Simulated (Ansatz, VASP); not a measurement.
**One calculation of Hf, two programs**

File INCAR:

```
  PREC = Accurate
  ENCUT = 520
  EDIFF = 1E-7
  ISMEAR = -1
  SIGMA = 0.05
  LREAL = False
  LASPH = True
  NELM = 60
  ALGO = Normal
  ISIF = 2
  LWAVE = False
  LCHARG = False
  GGA = PE
  NBANDS = 11
```

Contents of KPOINTS:

```
regular mesh
0
Gamma
  9 9 9
```

File POSCAR:

```
Hf
1.0
    2.8789860000      0.0108920000      0.0312790000
    0.0108920000      2.8924850000     -0.0036490000
    0.0312790000     -0.0036490000      2.9711840000
Hf
1
Direct
    0.5082420000      0.4985950000      0.5007900000
```

Contents of input.yaml:

```yaml
crystal:
  lattice:
    - [2.878986, 0.010892, 0.031279]
    - [0.010892, 2.892485, -0.003649]
    - [0.031279, -0.003649, 2.971184]
  atoms:
    - { symbol: Hf, position: [0.508242, 0.498595, 0.50079] }
hamiltonian:
  xc: pbe
  pseudopotentials: { kind: paw, azcp: { folder: soft_1 } }
kpoints:
  mp_grid: { grid: [9, 9, 9] }
scf:
  occupations: { method: fermi_dirac, width: 0.05 }
output:
  forces: true
  stress: true
  eigenvalues: true
```

Change from the starting cell: cell strained at random at fixed volume.

Alike in both runs: task single point; functional PBE; k mesh 9 × 9 × 9; occupations fermi-dirac, width 0.05 eV; no spin polarisation.

```csv
,VASP,Ansatz
version,VASP 6.6.1,Ansatz 0.2.0
potentials or method,"VASP PAW PBE potentials, release 64 (Hf_pv)",Ansatz PAW soft_1
plane-wave cutoff (eV),520,420
valence electrons in the cell,10,26
```

```tsv
	VASP	Ansatz	Ansatz less VASP
gap on the k mesh at the Fermi level (eV)	none	none	-
pressure (GPa)	-0.1	0.1	+0.28
largest component of the traceless stress (GPa)	1.60	1.63	+0.028
```

A gap of «none» marks a metal or a gap that the smearing closes. The functional is the same, so the differences come from potentials, cutoffs and numerics. The two sets of potentials don't hold the same shells in valence.

The runs have no spin-orbit coupling, so splittings on Hf are missing.
